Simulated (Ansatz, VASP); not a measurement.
**MnO: VASP beside Ansatz**

```xyz
2
Lattice="0.0000 2.2239 2.2239 2.2239 0.0000 2.2239 2.2239 2.2239 0.0000" Properties=species:S:1:pos:R:3 pbc="T T T"
Mn    0.0000    0.0000    0.0000
O     2.2239    2.2239    2.2239
```

The cell is a database's computed one.

Alike in both runs: functional r2SCAN; k mesh 10 × 10 × 10; occupations fermi-dirac, width 0.05 eV; collinear spin; Hubbard terms Mn d U = 3.0 eV.

|  | VASP | Ansatz |
| --- | --- | --- |
| version | VASP 6.6.1 | Ansatz 0.2.0 |
| potentials or method | VASP PAW PBE potentials, release 64 (Mn_pv, O) | Ansatz PAW |
| plane-wave cutoff (eV) | 520 | 500 |
| valence electrons in the cell | 19 | 21 |
| task | single point | band structure |

Ansatz gave:

| Property | Result |
| --- | --- |
| gap on the k mesh at the Fermi level (eV) | 0.60 |
| least direct gap on the mesh (eV) | 3.10 |
| pressure (GPa) | 3.6 |
| net moment per atom (μB) | 2.50 |
| size of the moment on the site where the two differ most (μB) | 4.32 |

Task: What did VASP give for the same quantities?

Result: gap on the k mesh at the Fermi level (eV): 0.65; least direct gap on the mesh (eV): 3.18; pressure (GPa): 2.6; net moment per atom (μB): 2.50; size of the moment on the site where the two differ most (μB): 4.63.

Site moments also hang on the region over which each program counts them. The programs project onto different local orbitals, so the same U acts differently. The two sets of potentials don't hold the same shells in valence.

Caveats: a cell with one magnetic atom can't hold antiferromagnetic order, which such compounds often take; the PAW data sets were made with another functional, which shifts forces and pressure a little (VASP); the magnetic or orbital state may not be the lowest (Ansatz); the PAW data sets come from PBE, with cores solved anew for the run's functional, which leaves a small shift of forces and pressure (Ansatz). The state reached can hang on the start; a lower one may exist. A k mesh can miss the band edges.
